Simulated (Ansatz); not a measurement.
SiC (Moissanite) under changes of volume

One of the cells (10.341 Å³/atom); the others are scaled copies at fixed shape and fractional positions:

```xyz
4
Lattice="3.0760 0.0000 0.0000 -1.5380 2.6639 0.0000 0.0000 0.0000 5.0480" Properties=species:S:1:pos:R:3 pbc="T T T"
Si    1.5380    0.8880    2.5240
Si    0.0000    1.7759    0.0000
C     1.5380    0.8880    4.4675
C     0.0000    1.7759    1.9435
```

```yaml
Program: Ansatz 0.2.0
Functional: PBEsol
Dispersion: D3(BJ)
Potentials_or_basis: Ansatz PAW
Cutoff: "420 eV (not typed: the program's choice for these potentials)"
k_mesh: 10 × 10 × 5
Occupations: fermi-dirac, width 0.05 eV
Spin: no spin polarisation
```

| volume (Å³/atom) | energy over the lowest point (meV/atom) | pressure (GPa) | gap on the mesh (eV) | largest force (eV/Å) |
| --- | --- | --- | --- | --- |
| 9.721 | ? | ? | ? | ? |
| 9.927 | 4.43 | 6.0 | 2.26 | 0.814 |
| 10.134 | 0.00 | 1.0 | 2.30 | 0.779 |
| 10.341 | 1.69 | -3.5 | 2.33 | 0.747 |
| 10.548 | 8.95 | -7.6 | 2.36 | 0.716 |
| 10.755 | 21.23 | -11.3 | 2.39 | 0.686 |
| 10.961 | 38.07 | -14.7 | 2.37 | 0.658 |

Problem. What does the run at 9.721 Å³/atom give?

Solution. Energy over the lowest point 15.66 meV/atom; pressure 11.5 GPa; gap on the mesh 2.23 eV; largest force 0.850 eV/Å.

Worked out: A Birch-Murnaghan fit of order 3 (a polynomial in V^(-2/3)) to the other rows has its minimum at 10.18 Å³/atom with B0 = V·E''(V) = 228 GPa and B' = 3.6 at fixed shape and positions, which overstates the stiffness. It gives 15.50 meV/atom at 9.721 Å³/atom, against the run's 15.66, and -dE/dV = 11.4 GPa, against 11.5. A parabola through the other rows of the gap, of slope 3.04 eV per unit of ln V there, extrapolates to 2.20 eV, against the run's 2.23.

Energies are extrapolated to zero smearing.

Caveats: odd divisions of the mesh miss points on the zone boundary, where band edges often lie, so the gap on the mesh can be too wide; the PAW data sets come from PBE, with cores solved anew for the run's functional, which leaves a small shift of forces and pressure.

A mesh can miss the band edges.
